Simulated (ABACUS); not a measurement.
## TiC: single point with PBE

The system is TiC.

```
Ti C
1.0
     0.00000    2.16572    2.16572
     2.16572    0.00000    2.16572
     2.16572    2.16572    0.00000
Ti C
1 1
Direct
  0.00000 0.00000 0.00000
  0.50000 0.50000 0.50000
```

The cell is a database's computed one.

```
Program             : ABACUS 3.10.1
Task                : single point
Functional          : PBE
Potentials or basis : PseudoDojo NC SR 0.4.1 PBE standard
Cutoff              : 1361 eV
Density cutoff      : 5442 eV
Basis               : DZP LCAO (the cutoffs set its grid)
k mesh              : 11 × 11 × 11
Occupations         : fermi-dirac, width 0.05 eV
Spin                : no spin polarisation
```

The pressure is 1.2 GPa, the band gap on the k mesh is none (metal or under the smearing width) and the mulliken charges are Ti +0.58; C -0.58 e.

Levels at points of the mesh, in eV from the Fermi level:
```tsv
k point	band 5	band 6	band 7	band 8	band 9	band 10	band 11	band 12
(0.00, 0.00, 0.00)	-12.46	0.63	0.63	0.63	1.61	1.61	1.61	1.67
```

Run time: 6.7 s on 4 MPI ranks on Intel(R) Xeon(R) Platinum 8488C (Sapphire Rapids), with other jobs on the host, peak memory 0.44 GiB a rank.

Caveat: the atomic orbitals were generated for these runs and aren't a published set; Mulliken charges move with the basis; the basis of atomic orbitals isn't converged, which shifts pressures, moduli and gaps.
